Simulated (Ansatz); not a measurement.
**AlRu: an elastic constant from a strain scan**

The calculation used Ansatz, DFT PBE, scalar-relativistic, plane waves, PAW. Settings: plane waves to 420 eV, k-mesh 20×20×20 (Γ-centred), Gaussian smearing 0.15 eV. No spin polarisation. Energies are free energies at this smearing, counted from the undisturbed cell; pressure is positive in compression.

Zero of the scan (relaxed at this level; it needn't be the usual structure):

```
Al Ru
1.0
     3.00408    0.00000    0.00000
     0.00000    3.00408    0.00000
     0.00000    0.00000    3.00408
Al Ru
1 1
Direct
  0.00000 0.00000 0.00000
  0.50000 0.50000 0.50000
```

The cell is strained by ε times the Voigt pattern (1, -1, 0, 0, 0, 0) (xx, yy, zz, yz, xz, xy; engineering shear) with fractional coordinates fixed. The cell holds 2 atoms in V0 = 27.11 Å³. The stress column is τ = (1/V0) dE/dε, got from the stress tensor σ (compression positive) at each point as −det(1 + εP) σ : P(1 + εP)⁻¹, with P the pattern as a tensor.

```csv
ε,ΔE (meV/atom),τ (GPa)
-0.1312,273.146,-47.683
-0.1125,199.144,-44.573
-0.0937,134.823,-36.174
-0.0750,84.209,-27.888
-0.0562,46.135,-20.080
-0.0375,20.125,-12.905
-0.0187,4.938,-6.273
0.0000,0.000,0.000
0.0187,4.938,6.273
0.0375,20.125,12.905
0.0562,46.135,20.080
0.0750,84.209,27.888
0.0937,134.823,36.174
0.1125,199.144,44.573
0.1312,273.146,47.683
0.1500,?,?
```

Question: Which combination of elastic constants does this scan measure, and how large is it?

Answer: For small ε, τ = τ0 + Kε with K = pᵀCp, which for this pattern is 2(C11 − C12) in the cubic axes. The parabola through τ at ε = -0.0187, 0 and 0.0187 has slope K = 335 GPa at zero. The energies per cell, E = NΔE, of the same two points give K = 2[E(ε₊)/ε₊ − E(ε₋)/ε₋]/[(ε₊ − ε₋)V0] = 334 GPa, in agreement.

Question: Predict the withheld row at ε = 0.1500 from the harmonic law, and compare.

Answer: ΔE = V0(τ0 ε + Kε²/2)/N = 319.276 meV/atom and τ = 50.32 GPa. The calculation gives 349.312 meV/atom and 48.36 GPa: the energy lies 9 % above the harmonic value.

In a metal these slopes depend on the k mesh and the smearing.